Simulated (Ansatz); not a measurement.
# Beryllium, hcp under LDA: convergence with the Gaussian smearing

Aim: find which Gaussian smearing width is enough for energy and pressure. The geometry was relaxed under LDA beforehand and stays fixed; 7 values are run, from 0.01 to 1.0 eV. Wanted are the values from which on the energy stays within 10 and 1 meV/atom, and the pressure within 0.5 GPa, of the narrowest run. Within the series other settings stay, but some runs also write fields, which adds to their time. Spin polarisation is left out.

Computed with Ansatz 0.2.0 (DFT LDA, plane waves with PAW, scalar-relativistic, unless a step says otherwise).

### 1 The structure to begin with

It takes space group P6_3/mmc (No. 194, hexagonal). The conventional cell has a = 2.230 Å, b = 2.230 Å, c = 3.508 Å, α = 90.00°, β = 90.00°, γ = 120.00°. Be (site symmetry -6m2) has 12 Be at 2.18 to 2.23 Å as nearest neighbours.

Coordinates:

```
CELL_PARAMETERS angstrom
2.22952 0.00000 0.00000
-1.11476 1.93082 0.00000
0.00000 0.00000 3.50833
ATOMIC_POSITIONS crystal
Be 0.33333 0.66667 0.25000
Be 0.66667 0.33333 0.75000
```

### 2 With a width of 0.01 eV

The run at 0.01 eV.

The input, input.yaml:

```yaml
crystal:
  lattice:
    - [2.2295160349, 0.0, 0.0]
    - [-1.1147580175, 1.9308175243, 0.0]
    - [0.0, 0.0, 3.5083258361]
  atoms:
    - { symbol: Be, position: [0.3333333333, 0.6666666667, 0.25] }
    - { symbol: Be, position: [0.6666666667, 0.3333333333, 0.75] }
hamiltonian:
  xc: lda
  pseudopotentials:
    kind: paw
    azcp:
      Be: "pseudopotentials/Be.paw.azcp"
basis:
  ecutwfc: 420
  fft_grid_basis: typed
kpoints:
  mp_grid: { grid: [16, 16, 9], shift: [0, 0, 0] }
magnetization:
  spin_polarized: false
scf:
  occupations: { method: gaussian, width: 0.01 }
  lower_state_search: "off"
output:
  stress: true
```

Run with:

```bash
$ ansatz run input.yaml --threads 2 --pin off --max-ram 5120MiB --backend cpu --events-out ev --progress --plain --runs-dir out
```

The log of the run (excerpt; [...] marks lines left out):

```text
Warning: <dir> the record states the generating functional pbe (its physics header spells it `PBE`), which answers neither for hamiltonian.xc's functional nor for the lda family's — results may be inconsistent (PPs are generated against a specific XC)
Warning: RAYON_NUM_THREADS=2 ignored (pool sized by the plan → 2); use --threads N
[...]
Pseudopotentials: kind: paw
Pseudopotential: Be, paw, valence charge 2, recommended cutoff 420 eV (normal), <dir>
Functional definition: SPW92
[...]
Crystal: 2 atoms, lattice volume = 15.103 Å³
Basis set: ecut = 420 eV, 299 PW (Γ)
Bands: 6, of which v1, the nominal top of the filled ones, is band 2 counted from 1 (1 counted from 0)
Symmetry: 24 space group operations
Space group: P63/mmc (ITA 194), of the structure as read, at distance tolerance 2.5e-5 Å
k-points: 150 of 2304
[...]
SCF iter   1: F=—  HF=-176.473524 eV  |F-HF|=—  |Δ(HF+E_count)|=         —  Δρ=2.40e-3  dr2=4.89e-4  ethr=1.77e-3  ⟨swp⟩=6.0  Hψ=8317  notcnv=0
[...]
SCF iter   6: F=-176.473250 eV  HF=-176.473250 eV  |F-HF|=2.84e-14  |Δ(HF+E_count)|=  2.42e-12  Δρ=1.58e-8  dr2=2.10e-14  ethr=1.00e-12  ⟨swp⟩=1.0  Hψ=2244  notcnv=0
[...]
SCF converged after 6 iterations
Free energy (F): -176.473250 eV
[...]
E sigma→0 (E₀):  -176.473246 eV
Entropy (-TS):   -0.000010 eV (-0.005 meV/atom)
Fermi energy:    8.320709 eV
[...]
--- Stress (GPa, compression-positive) ---
        0.128899      -0.000000       0.000000
       -0.000000       0.128899       0.000000
        0.000000       0.000000      -0.285985
  P = ⅓ Tr σ = -0.0094 GPa (-0.094 kbar)
```

Wall time 0.68 s (2 threads of Arm Neoverse V1, shared host); peak memory 0.26 GiB.

### 3 With a width of 0.03 eV

The run at 0.03 eV.

Changes to input.yaml since step 2:

```diff
@@ -22,3 +22,3 @@
 scf:
-  occupations: { method: gaussian, width: 0.01 }
+  occupations: { method: gaussian, width: 0.03 }
   lower_state_search: "off"
```

Run with:

```bash
$ ansatz run input.yaml --threads 2 --pin off --max-ram 5120MiB --backend cpu --events-out ev --progress --plain --runs-dir out
```

The log of the run (excerpt; [...] marks lines left out):

```text
Warning: <dir> the record states the generating functional pbe (its physics header spells it `PBE`), which answers neither for hamiltonian.xc's functional nor for the lda family's — results may be inconsistent (PPs are generated against a specific XC)
Warning: RAYON_NUM_THREADS=2 ignored (pool sized by the plan → 2); use --threads N
[...]
[... 3 set-up lines as earlier in the session ...]
[...]
Crystal: 2 atoms, lattice volume = 15.103 Å³
Basis set: ecut = 420 eV, 299 PW (Γ)
Bands: 6, of which v1, the nominal top of the filled ones, is band 2 counted from 1 (1 counted from 0)
[... 2 set-up lines as earlier in the session ...]
k-points: 150 of 2304
[...]
SCF iter   1: F=—  HF=-176.473613 eV  |F-HF|=—  |Δ(HF+E_count)|=         —  Δρ=2.39e-3  dr2=4.88e-4  ethr=1.77e-3  ⟨swp⟩=5.7  Hψ=8318  notcnv=0
[...]
SCF iter   6: F=-176.473319 eV  HF=-176.473319 eV  |F-HF|=2.84e-14  |Δ(HF+E_count)|=  9.15e-12  Δρ=3.77e-8  dr2=8.73e-14  ethr=1.00e-12  ⟨swp⟩=1.0  Hψ=2247  notcnv=0
[...]
SCF converged after 6 iterations
Free energy (F): -176.473319 eV
[...]
E sigma→0 (E₀):  -176.473247 eV
Entropy (-TS):   -0.000145 eV (-0.072 meV/atom)
Fermi energy:    8.320689 eV
[...]
--- Stress (GPa, compression-positive) ---
        0.100617       0.000000       0.000000
       -0.000000       0.100617       0.000000
        0.000000       0.000000      -0.247206
  P = ⅓ Tr σ = -0.0153 GPa (-0.153 kbar)
```

It took 0.66 s on 2 threads of Arm Neoverse V1, shared host; peak memory 0.26 GiB.

### 4 With a width of 0.1 eV

The run at 0.1 eV.

Changes to input.yaml since step 3:

```diff
@@ -22,3 +22,3 @@
 scf:
-  occupations: { method: gaussian, width: 0.03 }
+  occupations: { method: gaussian, width: 0.1 }
   lower_state_search: "off"
@@ -26 +26,5 @@
   stress: true
+  write_density: true
+  write_potential: true
+  elf: true
+  volumetric_format: npy
```

Run with:

```bash
$ ansatz run input.yaml --threads 2 --pin off --max-ram 5120MiB --backend cpu --events-out ev --progress --plain --runs-dir out
```

The log of the run (excerpt; [...] marks lines left out):

```text
Warning: <dir> the record states the generating functional pbe (its physics header spells it `PBE`), which answers neither for hamiltonian.xc's functional nor for the lda family's — results may be inconsistent (PPs are generated against a specific XC)
Warning: RAYON_NUM_THREADS=2 ignored (pool sized by the plan → 2); use --threads N
[...]
[... 3 set-up lines as earlier in the session ...]
[...]
Crystal: 2 atoms, lattice volume = 15.103 Å³
Basis set: ecut = 420 eV, 299 PW (Γ)
Bands: 6, of which v1, the nominal top of the filled ones, is band 2 counted from 1 (1 counted from 0)
[... 2 set-up lines as earlier in the session ...]
k-points: 150 of 2304
[...]
SCF iter   1: F=—  HF=-176.474072 eV  |F-HF|=—  |Δ(HF+E_count)|=         —  Δρ=2.41e-3  dr2=4.95e-4  ethr=1.77e-3  ⟨swp⟩=5.4  Hψ=8023  notcnv=0
[...]
SCF iter   6: F=-176.473764 eV  HF=-176.473764 eV  |F-HF|=1.14e-13  |Δ(HF+E_count)|=  8.75e-12  Δρ=3.37e-8  dr2=6.24e-14  ethr=1.00e-12  ⟨swp⟩=3.1  Hψ=2890  notcnv=0
[...]
SCF converged after 6 iterations
Free energy (F): -176.473764 eV
[...]
E sigma→0 (E₀):  -176.473401 eV
Entropy (-TS):   -0.000726 eV (-0.363 meV/atom)
Fermi energy:    8.308772 eV
[...]
--- Stress (GPa, compression-positive) ---
        0.030011      -0.000000       0.000000
       -0.000000       0.030011       0.000000
        0.000000       0.000000      -0.124845
  P = ⅓ Tr σ = -0.0216 GPa (-0.216 kbar)
--- Band table (eV; the first three rows and the last of 150) ---
  k-point 0: bands = ["-3.0887", "3.7617", "9.7608", "24.6515", "24.6515", "27.5836"]
[...]
```

It took 0.86 s on 2 threads of Arm Neoverse V1, shared host; peak memory 0.26 GiB.

### 5 With a width of 0.2 eV

The run at 0.2 eV.

Changes to input.yaml since step 4:

```diff
@@ -22,3 +22,3 @@
 scf:
-  occupations: { method: gaussian, width: 0.1 }
+  occupations: { method: gaussian, width: 0.2 }
   lower_state_search: "off"
@@ -26,5 +26 @@
   stress: true
-  write_density: true
-  write_potential: true
-  elf: true
-  volumetric_format: npy
```

Run with:

```bash
$ ansatz run input.yaml --threads 2 --pin off --max-ram 5120MiB --backend cpu --events-out ev --progress --plain --runs-dir out
```

The log of the run (excerpt; [...] marks lines left out):

```text
Warning: <dir> the record states the generating functional pbe (its physics header spells it `PBE`), which answers neither for hamiltonian.xc's functional nor for the lda family's — results may be inconsistent (PPs are generated against a specific XC)
Warning: RAYON_NUM_THREADS=2 ignored (pool sized by the plan → 2); use --threads N
[...]
[... 3 set-up lines as earlier in the session ...]
[...]
Crystal: 2 atoms, lattice volume = 15.103 Å³
Basis set: ecut = 420 eV, 299 PW (Γ)
Bands: 6, of which v1, the nominal top of the filled ones, is band 2 counted from 1 (1 counted from 0)
[... 2 set-up lines as earlier in the session ...]
k-points: 150 of 2304
[...]
SCF iter   1: F=—  HF=-176.474835 eV  |F-HF|=—  |Δ(HF+E_count)|=         —  Δρ=2.43e-3  dr2=5.03e-4  ethr=1.77e-3  ⟨swp⟩=5.4  Hψ=7638  notcnv=0
[...]
SCF iter   6: F=-176.474558 eV  HF=-176.474558 eV  |F-HF|=1.42e-13  |Δ(HF+E_count)|=  2.42e-12  Δρ=1.43e-8  dr2=1.74e-14  ethr=1.00e-12  ⟨swp⟩=1.0  Hψ=2250  notcnv=0
[...]
SCF converged after 6 iterations
Free energy (F): -176.474558 eV
[...]
E sigma→0 (E₀):  -176.473651 eV
Entropy (-TS):   -0.001814 eV (-0.907 meV/atom)
Fermi energy:    8.285465 eV
[...]
--- Stress (GPa, compression-positive) ---
       -0.016413      -0.000000       0.000000
       -0.000000      -0.016413       0.000000
        0.000000       0.000000      -0.037116
  P = ⅓ Tr σ = -0.0233 GPa (-0.233 kbar)
```

Run time: 0.66 s. Hardware: 2 threads of Arm Neoverse V1, shared host; peak memory 0.26 GiB.

### 6 With a width of 0.3 eV

The run at 0.3 eV.

Changes to input.yaml since step 5:

```diff
@@ -22,3 +22,3 @@
 scf:
-  occupations: { method: gaussian, width: 0.2 }
+  occupations: { method: gaussian, width: 0.3 }
   lower_state_search: "off"
```

Run with:

```bash
$ ansatz run input.yaml --threads 2 --pin off --max-ram 5120MiB --backend cpu --events-out ev --progress --plain --runs-dir out
```

The log of the run (excerpt; [...] marks lines left out):

```text
Warning: <dir> the record states the generating functional pbe (its physics header spells it `PBE`), which answers neither for hamiltonian.xc's functional nor for the lda family's — results may be inconsistent (PPs are generated against a specific XC)
Warning: RAYON_NUM_THREADS=2 ignored (pool sized by the plan → 2); use --threads N
[...]
[... 3 set-up lines as earlier in the session ...]
[...]
Crystal: 2 atoms, lattice volume = 15.103 Å³
Basis set: ecut = 420 eV, 299 PW (Γ)
Bands: 6, of which v1, the nominal top of the filled ones, is band 2 counted from 1 (1 counted from 0)
[... 2 set-up lines as earlier in the session ...]
k-points: 150 of 2304
[...]
SCF iter   1: F=—  HF=-176.475941 eV  |F-HF|=—  |Δ(HF+E_count)|=         —  Δρ=2.44e-3  dr2=5.08e-4  ethr=1.77e-3  ⟨swp⟩=5.2  Hψ=7485  notcnv=0
[...]
SCF iter   6: F=-176.475693 eV  HF=-176.475693 eV  |F-HF|=5.68e-14  |Δ(HF+E_count)|=  1.30e-11  Δρ=4.37e-8  dr2=1.28e-13  ethr=1.00e-12  ⟨swp⟩=1.0  Hψ=2256  notcnv=0
[...]
SCF converged after 6 iterations
Free energy (F): -176.475693 eV
[...]
E sigma→0 (E₀):  -176.473593 eV
Entropy (-TS):   -0.004201 eV (-2.100 meV/atom)
Fermi energy:    8.288483 eV
[...]
--- Stress (GPa, compression-positive) ---
       -0.052149      -0.000000       0.000000
       -0.000000      -0.052149       0.000000
        0.000000       0.000000       0.043979
  P = ⅓ Tr σ = -0.0201 GPa (-0.201 kbar)
```

Run time: 0.66 s. Hardware: 2 threads of Arm Neoverse V1, shared host; peak memory 0.26 GiB.

### 7 With a width of 0.6 eV

The run at 0.6 eV.

Changes to input.yaml since step 6:

```diff
@@ -22,3 +22,3 @@
 scf:
-  occupations: { method: gaussian, width: 0.3 }
+  occupations: { method: gaussian, width: 0.6 }
   lower_state_search: "off"
```

Run with:

```bash
$ ansatz run input.yaml --threads 2 --pin off --max-ram 5120MiB --backend cpu --events-out ev --progress --plain --runs-dir out
```

The log of the run (excerpt; [...] marks lines left out):

```text
Warning: <dir> the record states the generating functional pbe (its physics header spells it `PBE`), which answers neither for hamiltonian.xc's functional nor for the lda family's — results may be inconsistent (PPs are generated against a specific XC)
Warning: RAYON_NUM_THREADS=2 ignored (pool sized by the plan → 2); use --threads N
[...]
[... 3 set-up lines as earlier in the session ...]
[...]
Crystal: 2 atoms, lattice volume = 15.103 Å³
Basis set: ecut = 420 eV, 299 PW (Γ)
Bands: 6, of which v1, the nominal top of the filled ones, is band 2 counted from 1 (1 counted from 0)
[... 2 set-up lines as earlier in the session ...]
k-points: 150 of 2304
[...]
SCF iter   1: F=—  HF=-176.483161 eV  |F-HF|=—  |Δ(HF+E_count)|=         —  Δρ=2.47e-3  dr2=5.27e-4  ethr=1.77e-3  ⟨swp⟩=5.1  Hψ=7458  notcnv=0
[...]
SCF iter   6: F=-176.482899 eV  HF=-176.482899 eV  |F-HF|=2.84e-14  |Δ(HF+E_count)|=  5.91e-12  Δρ=2.62e-8  dr2=3.83e-14  ethr=1.00e-12  ⟨swp⟩=1.0  Hψ=2250  notcnv=0
[...]
SCF converged after 6 iterations
Free energy (F): -176.482899 eV
[...]
E sigma→0 (E₀):  -176.472178 eV
Entropy (-TS):   -0.021441 eV (-10.721 meV/atom)
Fermi energy:    8.375433 eV
[...]
--- Stress (GPa, compression-positive) ---
       -0.108753      -0.000000       0.000000
       -0.000000      -0.108753       0.000000
        0.000000       0.000000       0.282587
  P = ⅓ Tr σ = 0.0217 GPa (0.217 kbar)
```

It took 0.67 s on 2 threads of Arm Neoverse V1, shared host; peak memory 0.26 GiB.

### 8 With a width of 1.0 eV

The run at 1.0 eV.

Changes to input.yaml since step 7:

```diff
@@ -22,3 +22,3 @@
 scf:
-  occupations: { method: gaussian, width: 0.6 }
+  occupations: { method: gaussian, width: 1.0 }
   lower_state_search: "off"
@@ -26 +26,5 @@
   stress: true
+  write_density: true
+  write_potential: true
+  elf: true
+  volumetric_format: npy
```

Run with:

```bash
$ ansatz run input.yaml --threads 2 --pin off --max-ram 5120MiB --backend cpu --events-out ev --progress --plain --runs-dir out
```

The log of the run (excerpt; [...] marks lines left out):

```text
Warning: <dir> the record states the generating functional pbe (its physics header spells it `PBE`), which answers neither for hamiltonian.xc's functional nor for the lda family's — results may be inconsistent (PPs are generated against a specific XC)
Warning: RAYON_NUM_THREADS=2 ignored (pool sized by the plan → 2); use --threads N
[...]
[... 3 set-up lines as earlier in the session ...]
[...]
Crystal: 2 atoms, lattice volume = 15.103 Å³
Basis set: ecut = 420 eV, 299 PW (Γ)
Bands: 6, of which v1, the nominal top of the filled ones, is band 2 counted from 1 (1 counted from 0)
[... 2 set-up lines as earlier in the session ...]
k-points: 150 of 2304
[...]
SCF iter   1: F=—  HF=-176.506819 eV  |F-HF|=—  |Δ(HF+E_count)|=         —  Δρ=2.58e-3  dr2=5.82e-4  ethr=1.77e-3  ⟨swp⟩=5.2  Hψ=7472  notcnv=0
[...]
SCF iter   6: F=-176.506525 eV  HF=-176.506525 eV  |F-HF|=0.00e0  |Δ(HF+E_count)|=  5.71e-12  Δρ=2.69e-8  dr2=3.19e-14  ethr=1.00e-12  ⟨swp⟩=3.1  Hψ=2957  notcnv=0
[...]
SCF converged after 6 iterations
Free energy (F): -176.506525 eV
[...]
E sigma→0 (E₀):  -176.463211 eV
Entropy (-TS):   -0.086629 eV (-43.314 meV/atom)
Fermi energy:    8.420676 eV
[...]
--- Stress (GPa, compression-positive) ---
        0.100855       0.000000       0.000000
       -0.000000       0.100855       0.000000
        0.000000       0.000000       0.792564
  P = ⅓ Tr σ = 0.3314 GPa (3.314 kbar)
--- Band table (eV; the first three rows and the last of 150) ---
  k-point 0: bands = ["-3.0888", "3.7612", "9.7607", "24.6510", "24.6510", "27.5837"]
[...]
```

Run time: 0.88 s. Hardware: 2 threads of Arm Neoverse V1, shared host; peak memory 0.26 GiB.

### 9 Convergence table

Energies count from the run at 0.01 eV.

| smearing (eV) | F (meV/atom) | E(σ → 0) (meV/atom) | P (GPa) | SCF cycles | CPU time |
| --- | --- | --- | --- | --- | --- |
| 0.01 | 0.00 | 0.00 | -0.01 | 6 | 1.2 s |
| 0.03 | -0.03 | 0.00 | -0.02 | 6 | 1.2 s |
| 0.1 | -0.26 | -0.08 | -0.02 | 6 | 1.6 s |
| 0.2 | -0.65 | -0.20 | -0.02 | 6 | 1.2 s |
| 0.3 | -1.22 | -0.17 | -0.02 | 6 | 1.2 s |
| 0.6 | -4.82 | 0.53 | 0.02 | 6 | 1.2 s |
| 1.0 | -16.64 | 5.02 | 0.33 | 6 | 1.6 s |

### 10 Outcome

| quantity | value |
| --- | --- |
| E(σ → 0) stays within 10 meV/atom of 0.01 eV | up to 1.0 eV |
| E(σ → 0) stays within 1 meV/atom | up to 0.6 eV |
| pressure stays within 0.5 GPa | up to 1.0 eV |
| pressure at 0.01 eV | -0.01 GPa |
| energy of a separate run on a finer mesh (26×26×15) | +0.8 meV/atom from 0.01 eV |

In words: At 1.0 eV the energy differs by +5.0 meV/atom and the pressure by +0.3 GPa. Over the range F shifts by -16.6 meV/atom, while E(σ → 0) shifts by +5.0. In theory F falls as the square of the width under this scheme, but here the ratio is not steady: the mesh at narrow widths, or a density of states that varies over the wide ones, can both cause that. The mesh (16×16×9) is fixed, so the narrowest widths carry a k-point error of their own. The yardstick itself is unsettled by 0.8 meV/atom against the finer mesh, so the thresholds above hold only within this series, and wider smearing, which averages over more states, can land nearer the fine-mesh value than the narrowest does. The cell taken over is 7 % smaller than the measured one (8.11 Å³/atom, COD).
